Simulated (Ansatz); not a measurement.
# LiF: the change of smallest direct gap on path with volume per atom

Periodic Kohn-Sham DFT of a crystal at fixed atoms; Kohn-Sham levels at symmetry points; band -1 is the highest filled and +1 the lowest empty one at that point, spin up along a +z start moment. The results are calculated, by Ansatz 0.2.0.

Cell of the first row (space group Fm-3m, No. 225):
```
cell vectors (Å)
   0.0000     1.9729     1.9729
   1.9729     0.0000     1.9729
   1.9729     1.9729     0.0000
atoms (fractions of the cell vectors)
Li  0.00000  0.00000  0.00000
F   0.50000  0.50000  0.50000
```

Settings of every row: method all-electron LAPW; functional PBE; relativity scalar; k mesh 10x10x10; filling fermi-dirac; smearing width 0.03 eV; basis error target 1 meV/atom; nucleus gaussian.

Atom start moment: 0 on all atoms.

Limits: semilocal functionals tend to give too small a gap.

| row | volume per atom (Å³) | smallest direct gap on path (eV) | band gap (eV) |
| --- | --- | --- | --- |
| 1 | 7.679 | 9.638 | 9.637 |
| 2 | 7.842 | 9.439 | 9.438 |
| 3 | 8.006 | 9.249 | 9.248 |
| 4 | 8.087 | ? | ? |
| 5 | 8.169 | 9.067 | 9.066 |
| 6 | 8.251 | 8.98 | 8.979 |
| 7 | 8.333 | 8.894 | 8.893 |
| 8 | 8.496 | 8.728 | 8.728 |
| 9 | 8.659 | 8.57 | 8.569 |

Question: what smallest direct gap on path should row 4 give?

Worked fit of smallest direct gap on path. Take t = volume per atom − 8.2, in Å³. The shown rows have t = -0.521, -0.358, -0.194, -0.031, 0.051, 0.133, 0.296, 0.459. Least squares give smallest direct gap on path = 9.0341 − 1.0793 × t + 0.1507 × t² eV; a straight line predicts inner rows, each left out in turn, worse (root mean square 0.011 against 0.0008 eV). The rows lie off it by 0.001, -0.001, 0.000, -0.001, 0.001, 0.001, 0.000, 0.000. The withheld row has t = -0.113, so the fit gives 9.0341 − 1.0793 × (-0.113) + 0.1507 × (-0.113)² = 9.158 eV.

The calculation gave 9.157 eV. The fit lies 0.001 eV (0.094 % of the column's range) above it, one unit of the last digit.

The other values of row 4: band gap 9.156 eV.
